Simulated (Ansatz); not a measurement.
The system is Os.

```
Os
1.0
     2.73410    0.00000    0.00000
    -1.36705    2.36780    0.00000
     0.00000    0.00000    4.31970
Os
2
Direct
  0.66667 0.33333 0.75000
  0.33333 0.66667 0.25000
```

| Property | Result |
| --- | --- |
| Program | Ansatz 0.2.0 |
| Task | relaxation of cell and atoms |
| Functional | PBE0 |
| Potentials or basis | Ansatz PAW |
| Cutoff | 420 eV (not typed: the program's choice for these potentials) |
| k mesh | 6 × 6 × 3 |
| Occupations | fermi-dirac, width 0.05 eV |
| Spin | no spin polarisation |

At the start: volume 13.98 Å³/atom.

**Question.** Where does the relaxation end?

**Answer.** It ends after 5 steps and the volume is 13.84 Å³/atom (-1.0 %); space group P6_3/mmc (No. 194, to 0.05 Å).

The path:
| step | energy change (eV) | largest force (eV/Å) | volume (Å³) |
| --- | --- | --- | --- |
| 1 | 0.0000 | 0.0000 | 27.96 |
| 2 | -0.0081 | 0.0000 | 27.70 |
| 3 | -0.0082 | 0.0000 | 27.67 |
| 4 | -0.0082 | 0.0000 | 27.67 |
| 5 | -0.0080 | 0.0000 | 27.67 |

Final structure:
```
CELL_PARAMETERS angstrom
2.73266 0.00000 0.00000
-1.36633 2.36655 0.00000
0.00000 0.00000 4.27936
ATOMIC_POSITIONS crystal
Os 0.66667 0.33333 0.75000
Os 0.33333 0.66667 0.25000
```

Caveat: the k mesh is coarse (spacing up to 0.48 Å⁻¹), so the values aren't converged, least of all with exact exchange; the plane-wave basis is chosen anew once the cell has moved, so the energies of steps on either side of that aren't comparable; the PAW data sets come from PBE, with cores solved anew for the run's functional, which leaves a small shift of forces and pressure.
